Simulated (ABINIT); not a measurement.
Set up this calculation in ABINIT 10.8.3 (patched build), as the native input.

- Task: equation of state
- Functional: PBE
- Potentials or basis: JTH PAW PBE v2.0
- Cutoff: 544 eV
- k mesh: 10 × 10 × 3
- Occupations: fermi-dirac, width 0.05 eV
- Spin: no spin polarisation
- Fine-grid cutoff: 1088.46 eV

Crystal: WS2 (Tungstenite).

```xyz
6
Lattice="3.1800 0.0000 0.0000 -1.5900 2.7540 0.0000 0.0000 0.0000 12.5000" Properties=species:S:1:pos:R:3 pbc="T T T"
W     1.5900    0.9180    9.3750
W     0.0000    1.8360    3.1250
S     1.5900    0.9180    4.6875
S     0.0000    1.8360   10.9375
S     1.5900    0.9180    1.5625
S     0.0000    1.8360    7.8125
```

The input as run:

run.abi

```
# Datasets: one volume each
ndtset 7
getwfk -1
scalecart1 3*0.9795861087
scalecart2 3*0.9864848297
scalecart3 3*0.9932883884
scalecart4 3*1.0000000000
scalecart5 3*1.0066227096
scalecart6 3*1.0131594038
scalecart7 3*1.0196128224

# Pseudopotentials
pp_dirpath "./"
pseudos "W.GGA_PBE-JTH.xml, S.GGA_PBE-JTH.xml"

# Structure
acell 3*1.0 Angstrom
rprim
     3.1800000000     0.0000000000     0.0000000000
    -1.5900000000     2.7539607840     0.0000000000
     0.0000000000     0.0000000000    12.5000000000
ntypat 2
znucl 74 16
natom 6
typat 1 1 2 2 2 2
xred
     0.6666666667     0.3333333333     0.7500000000
     0.3333333333     0.6666666667     0.2500000000
     0.6666666667     0.3333333333     0.3750000000
     0.3333333333     0.6666666667     0.8750000000
     0.6666666667     0.3333333333     0.1250000000
     0.3333333333     0.6666666667     0.6250000000

# Plane-wave basis
ecut 20.0
pawecutdg 40.0
pawxcdev 0

# k points
kptopt 1
ngkpt 10 10 3
nshiftk 1
shiftk 0.0 0.0 0.0

# Exchange and correlation
ixc 11

# Bands and occupations
nband 32
occopt 3
tsmear 0.05 eV

# SCF cycle
nstep 100
tolvrs 1.0e-9

# Output
iomode 3
prtwf 1
prtden 0
prteig 0
prtebands 0
```

Potentials or basis: JTH PAW PBE v2.0.

Command:

```console
$ abinit run.abi > log 2>&1
```

Results of the run:

- Equilibrium volume: 18.54 Å³/atom
- Bulk modulus at fixed shape and positions: 154 GPa
- Pressure derivative of the bulk modulus: 4.3

Caveat: pressures at fixed basis lie under the slope of the energies; the cell was scaled at fixed shape and fractional positions, which overstates the stiffness of a crystal with free parameters, most of all of layers and chains; this functional lacks dispersion, which binds the layers, so the pressure and a relaxed spacing across them are unreliable.

It took 14 min on 1 thread of Arm Neoverse V1 (shared host), peak memory 0.25 GiB.
